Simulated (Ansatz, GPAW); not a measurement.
# An Ir chain with a B atom on top of one atom: relaxation, then transmission at several levels, part 3 of 3

Aim: the conductance of an Ir chain with a B atom on top of one atom after relaxation, and whether geometry, basis or functional moves it most.

GPAW 26.7.0 and Ansatz 0.2.0; Ansatz plane waves; relaxation of the junction with the lead ends held; PAW set soft_1 (the session's first sound run).

So far, transmission at the Fermi level (one spin): step 3 (plane-wave reference (PBE)) 2.14; step 4 (double-zeta polarised basis, PBE, GPAW) 2.16. Also conductance of the perfect lead (G₀): step 3 5.78.

**5. Single-zeta polarised basis**

Level of this step: GPAW LCAO, PAW setups; Landauer transmission from Green's functions with principal layers (ASE), zero bias (GPAW).

One radial function a shell plus polarisation makes the matrices smaller; the question is what that costs.

Input file run.py:

```python
import json
import numpy as np
from ase import Atoms
from ase.transport.calculators import TransportCalculator
from gpaw import GPAW, FermiDirac
from gpaw.lcao.tools import get_lcao_hamiltonian
from scipy.linalg import eigh

# The junction with lead layers at both ends, along the third cell vector
device = Atoms(
    ['Ir', 'Ir', 'Ir', 'Ir', 'Ir', 'Ir', 'Ir', 'Ir', 'Ir', 'B', 'Ir', 'Ir', 'Ir', 'Ir', 'Ir', 'Ir', 'Ir', 'Ir'],
    positions=[
        [4.50000, 4.50000, 1.15000],
        [4.50000, 4.50000, 3.45000],
        [4.50000, 4.50000, 5.75000],
        [4.50000, 4.50000, 8.05000],
        [4.50000, 4.50000, 10.35000],
        [4.50000, 4.50000, 12.65000],
        [4.22454, 4.07284, 15.04754],
        [4.43712, 4.68102, 17.41186],
        [3.23979, 4.45425, 19.55821],
        [5.10958, 4.29388, 19.49746],
        [4.46265, 4.63197, 21.66972],
        [4.14095, 4.15905, 24.05089],
        [4.50000, 4.50000, 26.45000],
        [4.50000, 4.50000, 28.75000],
        [4.50000, 4.50000, 31.05000],
        [4.50000, 4.50000, 33.35000],
        [4.50000, 4.50000, 35.65000],
        [4.50000, 4.50000, 37.95000]],
    cell=[[9.0, 0.0, 0.0], [0.0, 9.0, 0.0], [0.0, 0.0, 39.1]],
    pbc=True)

# One principal layer of the lead: the first 5 atoms of the device
lead = Atoms(
    ['Ir', 'Ir', 'Ir', 'Ir', 'Ir'],
    positions=[
        [4.50000, 4.50000, 1.15000],
        [4.50000, 4.50000, 3.45000],
        [4.50000, 4.50000, 5.75000],
        [4.50000, 4.50000, 8.05000],
        [4.50000, 4.50000, 10.35000]],
    cell=[[9.0, 0.0, 0.0], [0.0, 9.0, 0.0], [0.0, 0.0, 11.5]],
    pbc=True)

settings = dict(mode='lcao', basis='szp(dzp)', xc='PBE', h=0.2,
                occupations=FermiDirac(0.1), maxiter=250,
                mixer=dict(beta=0.1, nmaxold=8, weight=100.0),
                convergence=dict(density=0.0001))
energies = np.arange(-2, 2 + 1e-9, 0.025)
eta = 0.0001
n1, n2 = 1, 1
# k and -k transmit alike, so half of the mesh across the current serves
mesh = [(i, j) for i in range(n1) for j in range(n2) if (i, j) <= (-i % n1, -j % n2)]
weights = np.array([1 if (i, j) == (-i % n1, -j % n2) else 2 for i, j in mesh]) / (n1 * n2)

# [... helper functions left out ...]
fermi_lead = ground_state(lead, (1, 1, 10), 'lead.txt')
fermi_device = ground_state(device, (1, 1, 2), 'device.txt')
# [... loop over the mesh left out, but for ...]
        # Shift the lead onto the potential of the device's first layer
        shift = ((H[:, 0, 0] - H0[:, 0, 0]) / S0[0, 0]).real.mean()
# [...]
kT = 8.617333e-5 * 300
bias = [0.1, 0.2, 0.5, 1.0, 1.5, 2.0]
# [... integrals and printing left out ...]
```

Command:

```bash
$ OMP_NUM_THREADS=1 OPENBLAS_NUM_THREADS=1 python run.py
```

Numbers of over 12 decimals in the logs are rounded to 6 here.

The program printed:

```text
basis functions: device 264, principal layer 75
Fermi level: lead -3.5970 eV, device -3.5836 eV; lead shifted by -0.0043 eV
largest coupling past the next layer 1.48e-06 eV, largest misfit of the first layer 0.119 eV
  E-E_F (eV)   T (one spin)  [channel counts left out]
    -2.000    9.3195e-01
    -1.975    9.2750e-01
    -1.950    9.2505e-01
[...]
1.975    8.0420e-01
     2.000    8.0500e-01
conductance at 300 K: 2.2382 G0 a cell; thermopower 12.36 uV/K
current from the zero-bias T(E) at 0.1 V: 17.333 uA
current from the zero-bias T(E) at 0.2 V: 34.587 uA
current from the zero-bias T(E) at 0.5 V: 87.709 uA
current from the zero-bias T(E) at 1.0 V: 180.04 uA
current from the zero-bias T(E) at 1.5 V: 257.65 uA
current from the zero-bias T(E) at 2.0 V: 319.71 uA
```

Wall time 2.9 min (1 thread of Intel Xeon Platinum 8488C (Sapphire Rapids), shared host); peak memory 1.4 GiB.

Numbers from this step:

```
conductance                                 : 2.238 G₀
largest misfit of the first principal layer : 0.1193 eV
shift that aligns the lead                  : -0.004346 eV
basis functions of the junction             : 264
basis functions of a principal layer        : 75
transmission at the Fermi level (one spin)  : 2.238
```

One spin. Table of transmission, zone mean by energy, zero at the Fermi level:

```csv
energy (eV),"transmission, zone mean"
-2.000,0.932
-1.800,0.971
-1.600,1.22
-1.400,2.03
-1.275,2.09
-1.200,2.05
-1.000,1.72
-0.800,2.32
-0.600,3.10
-0.425,3.57
-0.400,3.56
-0.200,3.27
0.000,2.24
0.200,1.39
0.400,1.27
0.600,1.02
0.800,1.06
1.000,1.24
1.200,1.44
1.400,1.56
1.425,1.56
1.600,1.49
1.800,1.31
2.000,0.805
```

The conductance, 2.24 G₀, lies 3.4 % above that of the dzp run.

**6. GPAW, sz: basis = "sz(dzp)"**

One function for each valence shell of the setup, as for a first survey of a large system.

run.py: that of step 5 with these lines changed.

```diff
@@ -45,3 +45,3 @@
 
-settings = dict(mode='lcao', basis='szp(dzp)', xc='PBE', h=0.2,
+settings = dict(mode='lcao', basis='sz(dzp)', xc='PBE', h=0.2,
                 occupations=FermiDirac(0.1), maxiter=250,
```

The program printed:

```text
basis functions: device 208, principal layer 60
Fermi level: lead -3.6006 eV, device -3.5851 eV; lead shifted by -0.0054 eV
largest coupling past the next layer 1.47e-06 eV, largest misfit of the first layer 0.064 eV
  E-E_F (eV)   T (one spin)  [channel counts left out]
    -2.000    8.4921e-01
    -1.975    8.4808e-01
    -1.950    8.4970e-01
[...]
1.975    8.0214e-01
     2.000    8.2464e-01
conductance at 300 K: 2.2503 G0 a cell; thermopower 12.51 uV/K
current from the zero-bias T(E) at 0.1 V: 17.426 uA
current from the zero-bias T(E) at 0.2 V: 34.738 uA
current from the zero-bias T(E) at 0.5 V: 87.359 uA
current from the zero-bias T(E) at 1.0 V: 178.34 uA
current from the zero-bias T(E) at 1.5 V: 253.94 uA
current from the zero-bias T(E) at 2.0 V: 315.22 uA
```

Run time: 2.6 min. Hardware: 1 thread; peak memory 1.4 GiB.

Numbers from this step:

```yaml
conductance: 2.250 G₀
largest_coupling_past_the_next_principal_layer: 1.47e-6 eV
largest_misfit_of_the_first_principal_layer: 0.06425 eV
shift_that_aligns_the_lead: -0.005429 eV
basis_functions_of_the_junction: 208
basis_functions_of_a_principal_layer: 60
transmission_at_the_fermi_level_one_spin: 2.249
```

One spin. Transmission, zone mean against energy, zero at the Fermi level:

energy (eV), transmission, zone mean and a bar from the least value:
```
   -2.000       0.85 
   -1.900       0.86 
   -1.800       0.92 #
   -1.700       1.04 ##
   -1.600       1.34 ######
   -1.500       1.86 ############
   -1.400       2.04 ##############
   -1.300       2.04 ##############
   -1.275       2.04 ##############
   -1.200       2.01 #############
   -1.100       1.84 ###########
   -1.000       1.66 #########
   -0.900       1.93 ############
   -0.800       2.27 ################
   -0.700       2.52 ###################
   -0.600       3.01 ########################
   -0.500       3.41 #############################
   -0.425       3.50 ##############################
   -0.400       3.50 ##############################
   -0.300       3.40 #############################
   -0.200       3.23 ###########################
   -0.100       2.66 #####################
    0.000       2.25 ################
    0.100       1.75 ##########
    0.200       1.37 ######
    0.300       1.39 ######
    0.400       1.27 #####
    0.500       1.06 ###
    0.600       1.00 ##
    0.700       1.01 ##
    0.800       1.08 ###
    0.900       1.16 ####
    1.000       1.24 #####
    1.100       1.34 ######
    1.200       1.44 #######
    1.300       1.53 ########
    1.400       1.59 #########
    1.450       1.59 #########
    1.500       1.58 ########
    1.600       1.52 ########
    1.700       1.43 #######
    1.800       1.31 #####
    1.900       1.06 ###
    2.000       0.82
```

The conductance, 2.25 G₀, lies 4.0 % above that of the dzp run.

**7. RPBE in the dzp basis: xc = "RPBE"**

Back in the dzp basis, the functional changes from PBE to RPBE, to set the spread between functionals beside that between bases.

run.py: that of step 6 with these lines changed.

```diff
@@ -45,3 +45,3 @@
 
-settings = dict(mode='lcao', basis='sz(dzp)', xc='PBE', h=0.2,
+settings = dict(mode='lcao', basis='dzp', xc='RPBE', h=0.2,
                 occupations=FermiDirac(0.1), maxiter=250,
```

The program printed:

```text
basis functions: device 472, principal layer 135
Fermi level: lead -3.7906 eV, device -3.7550 eV; lead shifted by -0.0018 eV
largest coupling past the next layer 1.47e-06 eV, largest misfit of the first layer 0.127 eV
  E-E_F (eV)   T (one spin)  [channel counts left out]
    -2.000    9.4809e-01
    -1.975    9.2898e-01
    -1.950    9.3073e-01
[...]
1.975    7.4438e-01
     2.000    7.3857e-01
conductance at 300 K: 2.1414 G0 a cell; thermopower 12.16 uV/K
current from the zero-bias T(E) at 0.1 V: 16.567 uA
current from the zero-bias T(E) at 0.2 V: 32.994 uA
current from the zero-bias T(E) at 0.5 V: 84.51 uA
current from the zero-bias T(E) at 1.0 V: 176.18 uA
current from the zero-bias T(E) at 1.5 V: 256.14 uA
current from the zero-bias T(E) at 2.0 V: 319.34 uA
```

Wall time 4.5 min (1 thread); peak memory 1.5 GiB.

Numbers from this step:

```
conductance                                 : 2.141 G₀
largest misfit of the first principal layer : 0.1271 eV
shift that aligns the lead                  : -0.001817 eV
basis functions of the junction             : 472
basis functions of a principal layer        : 135
transmission at the Fermi level (one spin)  : 2.145
```

The conductance, 2.14 G₀, lies 1.1 % below that of the dzp run.

**8. Without the relaxation: geometry = "as built"**

The dzp basis with PBE on the structure as first built shows what the relaxation was worth.

run.py: that of step 7 with these lines changed.

```diff
@@ -18,8 +18,8 @@
         [4.50000, 4.50000, 12.65000],
-        [4.22454, 4.07284, 15.04754],
-        [4.43712, 4.68102, 17.41186],
-        [3.23979, 4.45425, 19.55821],
-        [5.10958, 4.29388, 19.49746],
-        [4.46265, 4.63197, 21.66972],
-        [4.14095, 4.15905, 24.05089],
+        [4.50000, 4.50000, 14.95000],
+        [4.50000, 4.50000, 17.25000],
+        [4.50000, 4.50000, 19.55000],
+        [6.31060, 4.50000, 19.55000],
+        [4.50000, 4.50000, 21.85000],
+        [4.50000, 4.50000, 24.15000],
         [4.50000, 4.50000, 26.45000],
@@ -45,3 +45,3 @@
 
-settings = dict(mode='lcao', basis='dzp', xc='RPBE', h=0.2,
+settings = dict(mode='lcao', basis='dzp', xc='PBE', h=0.2,
                 occupations=FermiDirac(0.1), maxiter=250,
```

The program printed:

```text
basis functions: device 472, principal layer 135
Fermi level: lead -3.8817 eV, device -3.8775 eV; lead shifted by -0.0005 eV
largest coupling past the next layer 1.48e-06 eV, largest misfit of the first layer 0.037 eV
  E-E_F (eV)   T (one spin)  [channel counts left out]
    -2.000    2.9126e+00
    -1.975    3.1901e+00
    -1.950    3.3969e+00
[...]
1.975    8.7749e-01
     2.000    8.6862e-01
conductance at 300 K: 3.733 G0 a cell; thermopower 4.785 uV/K
current from the zero-bias T(E) at 0.1 V: 28.838 uA
current from the zero-bias T(E) at 0.2 V: 57.313 uA
current from the zero-bias T(E) at 0.5 V: 141.79 uA
current from the zero-bias T(E) at 1.0 V: 275.3 uA
current from the zero-bias T(E) at 1.5 V: 398.34 uA
current from the zero-bias T(E) at 2.0 V: 514.21 uA
```

Elapsed: 3.7 min, on 1 thread; peak memory 1.5 GiB.

Numbers from this step:

| Quantity | Value |
| --- | --- |
| conductance | 3.733 G₀ |
| largest coupling past the next principal layer | 1.48e-6 eV |
| largest misfit of the first principal layer | 0.03724 eV |
| shift that aligns the lead | -5.41e-4 eV |
| transmission at the Fermi level (one spin) | 3.770 |

One spin. Transmission, zone mean against energy, zero at the Fermi level:

energy (eV), transmission, zone mean and a bar from the least value:
```
   -2.000       2.91 ####################
   -1.900       3.58 ###########################
   -1.875       3.60 ###########################
   -1.800       3.53 ##########################
   -1.700       3.41 #########################
   -1.600       3.32 ########################
   -1.500       3.25 ########################
   -1.400       3.21 #######################
   -1.300       3.22 #######################
   -1.200       3.28 ########################
   -1.100       3.29 ########################
   -1.000       3.25 ########################
   -0.900       3.22 #######################
   -0.800       3.19 #######################
   -0.700       3.17 #######################
   -0.600       3.18 #######################
   -0.500       3.27 ########################
   -0.400       3.44 ##########################
   -0.300       3.68 ############################
   -0.200       3.86 ##############################
   -0.125       3.89 ##############################
   -0.100       3.88 ##############################
    0.000       3.77 #############################
    0.100       3.34 #########################
    0.200       3.43 #########################
    0.300       3.42 #########################
    0.400       3.38 #########################
    0.500       3.30 ########################
    0.600       3.20 #######################
    0.700       3.07 ######################
    0.800       2.86 ####################
    0.900       2.69 ##################
    1.000       2.69 ##################
    1.100       2.69 ##################
    1.200       2.68 ##################
    1.300       2.68 ##################
    1.400       2.67 ##################
    1.500       2.65 ##################
    1.600       2.63 ##################
    1.700       2.59 #################
    1.800       2.50 ################
    1.900       2.15 #############
    2.000       0.87
```

The conductance, 3.73 G₀, lies 72 % above that of the dzp run.

**9. The ladder**

Times are wall times on the hardware named with each run. The runs compared:

```csv
no.,run,conductance (G₀),time,memory (GiB)
1,pw PBE,2.115,89 s,5.0
2,dzp,2.164,4.7 min,1.5
3,szp,2.238,2.9 min,1.4
4,sz,2.250,2.6 min,1.4
5,dzp RPBE,2.141,4.5 min,1.5
6,asbuilt,3.733,3.7 min,1.5
```

**10. The levels side by side**

The curves are compared point by point over the common energies.

This step: comparison of transmission and cost over codes, levels and geometry; PAW set soft_1 (GPAW 26.7.0).

Ladder, by row:

```csv
step,code,T at the Fermi level (sum over the listed spins),conductance (G0),r.m.s. T(E) from the first,wall time (s),peak memory (GiB),threads
pw-pbe,Ansatz,2.144,2.115,0,89.43,5.026,4
dzp,GPAW,2.164,2.164,0.1465,283.2,1.46,1
szp,GPAW,2.238,2.238,0.2083,176.9,1.4,1
sz,GPAW,2.249,2.25,0.2426,153.5,1.35,1
dzp-RPBE,GPAW,2.145,2.141,0.14,272.8,1.46,1
asbuilt,GPAW,3.77,3.733,1.542,219.3,1.46,1
```

Transmission, zone mean, sum over the listed spins against energy, zero at the Fermi level:

```csv
energy (eV),pw-pbe,dzp,szp,sz,dzp-RPBE,asbuilt
-2.000,1.00,0.914,0.932,0.849,0.948,2.91
-1.800,1.05,0.988,0.971,0.920,0.997,3.53
-1.600,1.19,1.15,1.22,1.34,1.15,3.32
-1.400,1.72,1.82,2.03,2.04,1.74,3.21
-1.275,2.10,2.10,2.09,2.04,2.11,3.25
-1.200,1.99,2.02,2.05,2.01,2.03,3.28
-1.000,2.20,1.75,1.72,1.66,1.76,3.25
-0.800,2.75,2.47,2.32,2.27,2.47,3.19
-0.600,3.53,3.27,3.10,3.01,3.28,3.18
-0.525,3.60,3.50,3.43,3.35,3.50,3.24
-0.450,3.55,3.56,3.56,3.49,3.56,3.35
-0.425,3.52,3.55,3.57,3.50,3.55,3.39
-0.400,3.48,3.53,3.56,3.50,3.52,3.44
-0.200,3.07,3.21,3.27,3.23,3.19,3.86
0.000,2.14,2.16,2.24,2.25,2.15,3.77
0.200,1.45,1.39,1.39,1.37,1.39,3.43
0.400,1.34,1.28,1.27,1.27,1.28,3.38
0.600,1.00,0.993,1.02,1.00,0.984,3.20
0.800,0.994,1.02,1.06,1.08,1.01,2.86
1.000,1.11,1.16,1.24,1.24,1.15,2.69
1.200,1.30,1.35,1.44,1.44,1.34,2.68
1.400,1.48,1.51,1.56,1.59,1.50,2.67
1.450,1.51,1.52,1.56,1.59,1.51,2.66
1.525,1.52,1.51,1.53,1.57,1.50,2.65
1.600,1.50,1.47,1.49,1.52,1.46,2.63
1.800,1.34,1.25,1.31,1.31,1.24,2.50
2.000,1.12,0.734,0.805,0.825,0.739,0.869
```

**11. Results**

```yaml
conductance: 2.16 G₀
transmission_at_the_fermi_level_mean_of_the_spins: 2.16
```

In words: In the dzp basis the junction conducts 2.16 G₀ at 300 K, with T = 2.16 a spin at the Fermi level; the sz basis reaches that conductance within 10 %. Relaxation moved atoms by up to 1.3 Å and took the conductance from 3.73 to 2.16 G₀, as a ratio a larger change than the step from dzp to the minimal basis. Plane waves (PBE) give T = 2.14 there. At the Fermi level the three most open eigenchannels pass 0.99, 0.76 and 0.36. Measured against the first run (pw-pbe), the nearest curve is that of dzp-RPBE (r.m.s. 0.14) and the farthest that of asbuilt (1.5). Over the compared runs wall time goes from 89 s (pw-pbe) to 283 s (dzp), on a shared host; the plane-wave run used 4 threads and the orbital runs 1. The leads kept an estimated spacing and the cell its length, so the junction may be under some tension or compression. The run had no spin polarisation, so a magnetic state, which chains and small molecules with open shells often have, wasn't tested. Spin-orbit coupling is left out, which matters for the heavy atoms here. An evenly spaced straight chain is an idealisation: free chains tend to dimerise, zigzag or, where a band edge lies near the Fermi level, turn magnetic. The currents use the zero-bias T(E) throughout, which holds only while the bias is small against the distance to the nearest feature. The thermopower isn't quoted: it samples T(E) farther from the Fermi level than the conductance does, and the energy grid wasn't tested for it.

[Logs are printed without paths, hosts, clocks, repeated set-up lines and the standing remarks that a program may print on its own settings, such as how far it seeks lower states.]

[Hosts, paths, dates, database ids (printed as entryN), source tags and the programs' standing remarks are cut or masked in the printed files.]
